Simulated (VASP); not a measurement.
RbBr, 2 atoms in the cell. The structure is cubic, space group Fm-3m (No. 225). Conventional cell: a = 6.854 Å, b = 6.854 Å, c = 6.854 Å, α = 90.00°, β = 90.00°, γ = 90.00°. Rb (site symmetry m-3m) is surrounded by 6 Br at 3.43 Å. Br (site symmetry m-3m) has 6 Rb at 3.43 Å as nearest neighbours. 

```yaml
Program: VASP 6.6.1
Task: single point
Functional: PBE
Potentials_or_basis: VASP PAW PBE potentials, release 64 (Rb_sv, Br)
Cutoff: 520 eV
k_mesh: 7 × 7 × 7
Occupations: gaussian, width 0.021 eV
Spin: no spin polarisation
Further_INCAR_settings: ALGO = Normal; EDIFF = 1e-06; NBANDS = 15
```

Potentials or basis: VASP PAW PBE potentials, release 64 (Rb_sv, Br).

Launch:

```console
$ cat potpaw_PBE.64/Rb_sv/POTCAR potpaw_PBE.64/Br/POTCAR > POTCAR
$ mpirun -np 1 vasp_std > vasp.out
```

Hardware: 1 thread of Intel(R) Xeon(R) Platinum 8488C (Sapphire Rapids), on a shared host.

Question: How long does it take, and how much memory?

Answer: Wall time 16 s on 1 thread of Intel(R) Xeon(R) Platinum 8488C (Sapphire Rapids), on a shared host, peak memory 0.21 GiB. Counts: scf iterations 13, k points 20.
